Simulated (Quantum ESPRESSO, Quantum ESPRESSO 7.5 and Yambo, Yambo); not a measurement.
**KBr (Fm-3m): G0W0 on several meshes in Yambo**

Aim: the GW shift of KBr (Fm-3m) against the k mesh.

Method: PBE and many-body steps on it, plane waves, in Quantum ESPRESSO 7.5 and Yambo 5.3.0.

## Step 1: The starting structure

Symmetry: Fm-3m, No. 225, cubic system. The conventional cell has a = 6.600 Å, b = 6.600 Å, c = 6.600 Å, α = 90.00°, β = 90.00°, γ = 90.00°. Nearest to K lie 6 Br at 3.30 Å. Nearest to Br lie 6 K at 3.30 Å. Farther neighbours and most contacts between anions are not listed.

Coordinates:

```cif
data_structure
_symmetry_space_group_name_H-M 'Fm-3m'
_symmetry_Int_Tables_number 225
_cell_length_a 6.6000
_cell_length_b 6.6000
_cell_length_c 6.6000
_cell_angle_alpha 90.000
_cell_angle_beta 90.000
_cell_angle_gamma 90.000
_cell_volume 287.50
loop_
_atom_site_label
_atom_site_type_symbol
_atom_site_symmetry_multiplicity
_atom_site_Wyckoff_symbol
_atom_site_fract_x
_atom_site_fract_y
_atom_site_fract_z
_atom_site_occupancy
K1 K 4 a 0.00000 0.00000 0.00000 1
Br1 Br 4 b 0.50000 0.00000 0.00000 1
```

The cell and positions come from the Crystallography Open Database and are kept as given unless a step says otherwise.

## Step 2: Empty states on the mesh, 2×2×2 mesh, 129 bands

This step: Quantum ESPRESSO 7.5; DFT, PBE, plane waves, norm-conserving pseudopotentials.

The sums over transitions need many empty states on a uniform mesh; this step solves for them.

The input, pw.in:

```
&control
  calculation = 'nscf'
  prefix = 'x'
  outdir = 'o'
  pseudo_dir = 'pseudo'
/
&system
  ibrav = 0
  nat = 2
  ntyp = 2
  ecutwfc = 76.0
  nbnd = 129
  force_symmorphic = .true.
/
&electrons
  conv_thr = 1e-9
  electron_maxstep = 80
  diago_full_acc = .true.
  diago_thr_init = 5e-6
/
ATOMIC_SPECIES
  K 39.098 K.upf
  Br 79.904 Br.upf
CELL_PARAMETERS angstrom
  0.0000000000 3.3000000000 3.3000000000
  3.3000000000 0.0000000000 3.3000000000
  3.3000000000 3.3000000000 0.0000000000
ATOMIC_POSITIONS crystal
  K 0.0000000000 0.0000000000 0.0000000000
  Br 0.5000000000 0.5000000000 0.5000000000
K_POINTS automatic
  2 2 2 0 0 0
```

Launch:

```console
> OMP_NUM_THREADS=1 mpirun -n 4 pw.x -nk 4 -in pw.in > pw.out
```

Output:

```text
Program PWSCF v.7.5 starts

     This program is part of the open-source Quantum ESPRESSO suite
     for quantum simulation of materials; please cite
         "P. Giannozzi et al., J. Phys.:Condens. Matter 21 395502 (2009);
         "P. Giannozzi et al., J. Phys.:Condens. Matter 29 465901 (2017);
         "P. Giannozzi et al., J. Chem. Phys. 152 154105 (2020);
     in publications or presentations arising from this work. More details at

     Atomic positions and unit cell read from directory:
     o/x.save/

     Message from routine setup:
[...]
[... 5 further rows ...]
[...]
77.8016

          k =-0.7071 0.0000 0.0000 (  5434 PWs)   bands (ev):

[...]
49.3230  50.0237  50.0713  51.4225  51.4225  51.4983  54.2287  55.0005
     [... 5 further rows ...]
    73.3372  73.6919  75.5146  75.5422  75.6298  75.6298  76.0835  76.0835
    79.9703

     highest occupied, lowest unoccupied level (ev):     2.0853    6.5214

     XML data file, pseudopotentials, collected wavefunctions

=------------------------------------------------------------------------------=
   JOB DONE.
=------------------------------------------------------------------------------=
```

Run time: 8.3 s. Hardware: 4 MPI ranks of Arm Neoverse V1, shared host; peak memory 0.4 GiB.

Numbers from this step:

```yaml
gap: 4.436 eV
k_of_the_valence_top: 0, 0, 0
k_of_the_conduction_bottom: 0, 0, 0
least_direct_gap: 4.436 eV
k_points_computed: 3
lowest_point_of_the_top_converged_band_above_the_valence_top: 75.7163 eV
```

On this mesh the gap is 4.436 eV.

The density comes from a self-consistent run that is not shown.

## Step 3: Conversion and set-up

This step: Yambo 5.3.0; conversion and set-up on PBE, plane waves, norm-conserving pseudopotentials.

The states are converted to the many-body program's format and the q mesh is built.

Launch:

```console
> (cd o/x.save; p2y > p2y.log; mv SAVE ../..); yambo > setup.log
```

Output:

```text
 Yambo, version 5.3.0

 [02] CORE Variables Setup
 =========================

  [02.01] Unit cells
  ==================

  Cell kind             :  FCC
  Atoms in the cell     :  K  Br
  number of K  atoms    :  1
  number of Br atoms    :  1

  List of atomic masses
  Mass of K     :  39.09800
  Mass of Br    :  79.90400

  List of atomic coordinates    : [cc]
  K1       :  0.000000  0.000000  0.000000  order 1
  Br1       :  6.236096  6.236096  6.236096  order 2

  Alat factors          :  6.236096  6.236096  6.236096 [a.u.]
  Direct lattice volume :  485.0298 [a.u.]
[...]
0.000000  0.000000  0.000000  0.000000  0.000000  0.000000  0.000000  0.000000

 [03] Transferred momenta grid and indexing
 ==========================================

 IBZ Q-points                                      :  3
 BZ  Q-points                                      :   8

 K/Q-points units:
 rlu = crystal or reduced units; cc = cartesian coordinates; iku = interal k-units

 Q [1]          [rlu]:  0.000000  0.000000  0.000000
 Q [2]          [rlu]:  0.30690E-16 -0.80332E-16 -0.50000
 Q [3]          [rlu]:  0.92343E-17 -0.50000     -0.50000

  [03.01] X indexes
  =================

   [03.01.01] Sigma indexes
   ========================

 [06] Game Over & Game summary
```

It took 2.9 s on 1 MPI rank; peak memory 0.25 GiB.

## Step 4: 2×2×2

Now the one-shot GW correction: screening in the RPA, then the self-energy of the levels asked for.

This step: G0W0 on PBE, plane waves, norm-conserving pseudopotentials.

The input, gw13.in:

```
HF_and_locXC
gw0
dyson
ppa
em1d
rim_cut
RandQpts= 1000000
RandGvec= 1 RL
EXXRLvcs= 76 Ry
VXCRLvcs= 304 Ry
Chimod= "HARTREE"
% BndsRnXp
 1 | 129 |
%
NGsBlkXp= 14.5 Ry
% LongDrXp
 1 | 1 | 1 |
%
% GbndRnge
 1 | 129 |
%
DysSolver= "n"
ExtendOut
PPAPntXp= 27.21138 eV
% QPkrange
 1 | 1 | 12 | 15 |
%
```

Launch:

```console
> OMP_NUM_THREADS=1 mpirun -n 4 yambo -F gw13.in -J gw13 -C gw13 > gw13.log
```

Output:

```text
 Yambo, version 5.3.0

 [02] CORE Variables Setup
 =========================

  [... cell, symmetries and grids as in the set-up ...]

  [02.05] Energies & Occupations
  ==============================

  [X] === General ===
  [X] Electronic Temperature                        :  0.000000  0.000000 [eV K]
  [X] Bosonic    Temperature                        :  0.000000  0.000000 [eV K]
  [X] Finite Temperature mode                       : no
  [X] El. density                                   :  0.36174E+24 [cm-3]
  [X] Fermi Level                                   :  2.085286 [eV]

  [X] === Gaps and Widths ===
  [X] Conduction Band Min                           :  4.436154 [eV]
  [X] Valence Band Max                              :  0.000000 [eV]
  [X] Filled Bands                                  :  13
  [X] Empty Bands                                   :   14  129
  [X] Direct Gap                                    :  4.436154 [eV]
  [X] Direct Gap localized at k                     :  1
  [X] Indirect Gap                                  :  4.436154 [eV]
  [X] Indirect Gap between kpts                     :  1  1
  [X] Last valence band width                       :  0.332994 [eV]
  [X] 1st conduction band width                     :  2.155426 [eV]

 [03] Transferred momenta grid and indexing
 ==========================================

 IBZ Q-points                                      :  3
 BZ  Q-points                                      :   8

 K/Q-points units:
 rlu = crystal or reduced units; cc = cartesian coordinates; iku = interal k-units

 Q [1]          [rlu]:  0.000000  0.000000  0.000000
 Q [2]          [rlu]:  0.30690E-16 -0.80332E-16 -0.50000
 Q [3]          [rlu]:  0.92343E-17 -0.50000     -0.50000

 [04] Coloumb potential Random Integration (RIM)
 ===============================================

  [04.01] RIM initialization
  ==========================

  * Diagonal components only detected *

  8 x (sBL volume)        :  0.511412 [a.u.]
  sBZ random points       :  1000000
  Points outside the sBZ  :   7996195
  RL volume               :  0.511412 [a.u.]
  Integrated volume       :  0.511656 [a.u.]

  [04.02] RIM integrals
  =====================

  Gamma point sphere radius             :  0.145058 [a.u.]
  Points outside the sphere             :   799659
  [Int_sBZ(q=0) 1/q^2]*(Vol_sBZ)^(-1/3) =:  7.764404
                                 should be <:  7.795600

  Summary of Coulomb integrals for non-metallic bands |Q|[au] RIM/Bare

  Q [1] 0.100000E-4 0.995998 * Q [2] 0.436282 1.063913
  Q [3] 0.503776 1.063520

 [05] Dipoles
 ============

  [05.01] Setup: observables and procedures
  =========================================

 [06] Dynamic Dielectric Matrix (PPA)
 ====================================

 [WR./gw13//ndb.pp]--------------------------------------------------------------
  Brillouin Zone Q/K grids (IBZ/BZ)                :   3   8   3   8
  RL vectors                                       :   6375 [WF]
  Coulomb cutoff potential                         : none
  Electronic Temperature                           :  0.000000 [K]
  Bosonic    Temperature                           :  0.000000 [K]
  PPA    diel. fun.  energies                      : Perdew, Burke & Ernzerhof(X)+Perdew, Burke & Ernzerhof(C)
  wavefunctions                                    : Perdew, Burke & Ernzerhof(X)+Perdew, Burke & Ernzerhof(C)
  Global Gauge                                     : length
  X matrix size                                    :   459
  X band range                                     :    1  129
  X e/h energy range                               : -1.000000 -1.000000 [eV]
  X Time ordering                                  : R
  X Hxc Kernel                                     : HARTREE
  X Drude frequency                                :  0.000000  0.000000
  X poles                                          :  100.0000 [o/o]
  RL vectors in the sum                            :   6375
  [r,Vnl] included                                 : yes
  Field direction                                  :  0.577350E-5  0.577350E-5  0.577350E-5
  BZ energy Double Grid                            : no
  BZ energy DbGd points                            : 0
  BZ Q point size factor                           : -1.000000
  X Optical Averaged directions                    : none

 [07] Local Exchange-Correlation + Non-Local Fock
 ================================================

 [VXC] Plane waves :   43599
 [EXS] Plane waves :   5577

 QP @ state[ 1 ] K range:  1  1
 QP @ state[ 1 ] b range:  12  15

 [xc] Functional : Perdew, Burke & Ernzerhof(X)+Perdew, Burke & Ernzerhof(C)
 [xc] LIBXC used to calculate xc functional
  PP Number of Atomic Species                      :  2
  NLCC RL compoments                               :   43599
  PP Number of Atomic Species                      :  2
  NLCC RL compoments                               :   43599

 [xc] E_xc :  -16.88743 [Ha]
      E_xc :  -33.77486 [Ry]

  Local XC kind (lXC) : Perdew, Burke & Ernzerhof(X)+Perdew, Burke & Ernzerhof(C)
  Non-Local XC kind (nlXC) : Hartree-Fock

  Corrections @ K [1] :  [eV]
 <12|nlXC|12> = -19.36979 -0.78654E-17 <12|lXC|12> = -14.36750  0.27290E-16
 <13|nlXC|13> = -19.36979  0.15530E-16 <13|lXC|13> = -14.36750  0.18882E-15
 <14|nlXC|14> = -3.649629  0.12691E-17 <14|lXC|14> = -7.256070  0.18883E-15
 <15|nlXC|15> = -3.673606 -0.58893E-18 <15|lXC|15> = -8.448935 -0.28290E-20

 [08] Dyson equation: Newton solver
 ==================================

  [08.01] G0W0 (W PPA)
  ====================

  [  GW  ] Bands range     :    1  129
  [GW/PPA] G damping       :  0.100000 [eV]

  QP @ state[ 1 ] K range:  1  1
  QP @ state[ 1 ] b range:  12  15

   Sc/G bands                                       :    1  129
   Sc/G damping                                     :  0.100000 ev
   Sc bands terminator                              : no
   Sx RL components                                 :   5577

   QP @ state[ 1 ] K range                          :  1  1
   QP @ state[ 1 ] b range                          :  12  15
   GF energies kind                                 : Perdew, Burke & Ernzerhof(X)+Perdew, Burke & Ernzerhof(C)
   GF WF`s kind                                     : Perdew, Burke & Ernzerhof(X)+Perdew, Burke & Ernzerhof(C)
   Xs energies kind                                 : Perdew, Burke & Ernzerhof(X)+Perdew, Burke & Ernzerhof(C)
   Xs WF`s kind                                     : Perdew, Burke & Ernzerhof(X)+Perdew, Burke & Ernzerhof(C)

 [11] Game Over & Game summary
```

Elapsed: 17 s, on 4 MPI ranks; peak memory 1.3 GiB.

Numbers from this step:

```yaml
g0w0_gap_on_the_points_computed: 7.519 eV
starting_gap_on_the_mesh: 4.436 eV
k_of_the_valence_top: 0, 0, 0
k_of_the_conduction_bottom: 0, 0, 0
least_direct_g0w0_gap_on_the_computed_points: 7.519 eV
z_at_the_valence_top: 0.8304
z_at_the_conduction_bottom: 0.8691
```

The gap on the mesh goes from 4.44 eV to 7.52 eV, a correction of +3.08 eV.

## Step 5: Empty states on the mesh, 6×6×6 mesh, 129 bands

This step: Quantum ESPRESSO 7.5; DFT, PBE, plane waves, norm-conserving pseudopotentials.

pw.in: that of step 2 with these lines changed.

```diff
@@ -31,2 +31,2 @@
 K_POINTS automatic
-  2 2 2 0 0 0
+  6 6 6 0 0 0
```

Launch:

```console
> OMP_NUM_THREADS=1 mpirun -n 4 pw.x -nk 4 -in pw.in > pw.out
```

Output:

```text
[banner, memory and clock lines left out]
Program PWSCF v.7.5 starts

     Atomic positions and unit cell read from directory:
     o/x.save/

     Message from routine setup:
     using ibrav=0 with symmetry is DISCOURAGED, use correct ibrav instead

     G-vector sticks info

     bravais-lattice index     =            0
     lattice parameter (alat)  =       8.8192  a.u.
     unit-cell volume          =     485.0298 (a.u.)^3
     number of atoms/cell      =            2
     number of atomic types    =            2
     number of electrons       =        26.00
[...]
79.0165

          k = 0.1179 0.1179-0.1179 (  5444 PWs)   bands (ev):

[...]
[... 5 further rows ...]
[...]
77.2107

          k = 0.2357 0.2357-0.2357 (  5429 PWs)   bands (ev):

[...]
50.8433  50.8433  51.5652  53.1688  53.1688  53.1751  53.4650  53.4650
     [... 5 further rows ...]
    73.7547  74.1022  75.2945  75.2945  76.6145  76.6145  77.5032  78.2071
    78.2071

          k =-0.3536-0.3536 0.3536 (  5444 PWs)   bands (ev):

     [... further k-points ...]

     highest occupied, lowest unoccupied level (ev):     2.0853    6.5214

     XML data file, pseudopotentials, collected wavefunctions
```

Run time: 27 s. Hardware: 4 MPI ranks; peak memory 0.46 GiB; 1.8 min of CPU time.

This step gave:

- gap: 4.436 eV
- k of the valence top: 0, 0, 0
- k of the conduction bottom: 0, 0, 0
- least direct gap: 4.436 eV
- k points computed: 16
- lowest point of the top converged band, above the valence top: 74.3663 eV

On this mesh the gap is 4.436 eV.

(Continued in part 2 of 2.)

[Paths, hosts, dates, memory and timing lines, banners, echoed tables and standing remarks are left out of the program output.]

[Logs are printed without paths, hosts, clocks, repeated set-up lines and the standing remarks that a program may print on its own settings, such as how far it seeks lower states.]

[Runs of the session that timed out or met a known fault of the program may be left out.]

[Hosts, paths, dates, database ids (printed as entryN), source tags and the programs' standing remarks are cut or masked in the printed files.]
